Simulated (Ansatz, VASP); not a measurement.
## BN: VASP beside Ansatz

Contents of INCAR:

```
PREC = Accurate
ENCUT = 520
EDIFF = 1E-6
ISMEAR = 0
SIGMA = 0.05
LREAL = F
LASPH = T
NELM = 100
ALGO = Normal
ISIF = 2
LWAVE = F
LCHARG = F
LDIPOL = T
IDIPOL = 3
DIPOL = 0.5 0.5 0.364
GGA = PE
IVDW = 12
NBANDS = 16
```

Contents of KPOINTS:

```
regular mesh
0
Gamma
  12 12 1
```

File POSCAR:

```
BN
1.0
    2.5087622849      0.0000000000      0.0000000000
   -1.2543811425      2.1726518708      0.0000000000
    0.0000000000      0.0000000000     17.5000000000
B N
2 2
Direct
    0.0000000000      0.0000000000      0.2571428571
    0.0000000000      0.3333333333      0.4702857143
    0.6666666667      0.3333333333      0.2571428571
    0.6666666667      0.6666666667      0.4702857143
```

Input for Ansatz:

```yaml
crystal:
  lattice:
    - [2.5087622849, 0.0, 0.0]
    - [-1.2543811425, 2.1726518708, 0.0]
    - [0.0, 0.0, 17.5]
  atoms:
    - { symbol: B, position: [0.0, 0.0, 0.2571428571] }
    - { symbol: "N", position: [0.6666666667, 0.3333333333, 0.2571428571] }
    - { symbol: B, position: [0.0, 0.3333333333, 0.4702857143] }
    - { symbol: "N", position: [0.6666666667, 0.6666666667, 0.4702857143] }
basis:
  ecutwfc: 420
kpoints:
  mp_grid: { grid: [12, 12, 1] }
hamiltonian:
  xc: pbe
  dispersion: d3bj
scf:
  occupations: { method: gaussian, width: 0.05 }
output:
  forces: true
  eigenvalues: true
efield:
  axis: 3
  dipole_correction: true
  ramp_width: 0.04
```

Alike in both runs: task single point; functional PBE; dispersion D3(BJ); k mesh 12 × 12 × 1; occupations gaussian, width 0.05 eV; no spin polarisation.

|  | VASP | Ansatz |
| --- | --- | --- |
| version | VASP 6.6.1 | Ansatz 0.2.0 |
| potentials or method | VASP PAW PBE potentials, release 64 (B, N) | scalar-relativistic, plane waves, PAW |
| plane-wave cutoff (eV) | 520 | 420 |
| valence electrons in the cell | 16 | 16 |

VASP gave:

| Quantity | Value |
| --- | --- |
| gap on the k mesh at the Fermi level (eV) | 4.37 |
| least direct gap on the mesh (eV) | 4.42 |
| rms of the force components (eV/Å) | 0.013 |

Q: Which values does Ansatz return?

A: gap on the k mesh at the Fermi level (eV): 4.37; least direct gap on the mesh (eV): 4.43; rms of the force components (eV/Å): 0.013.
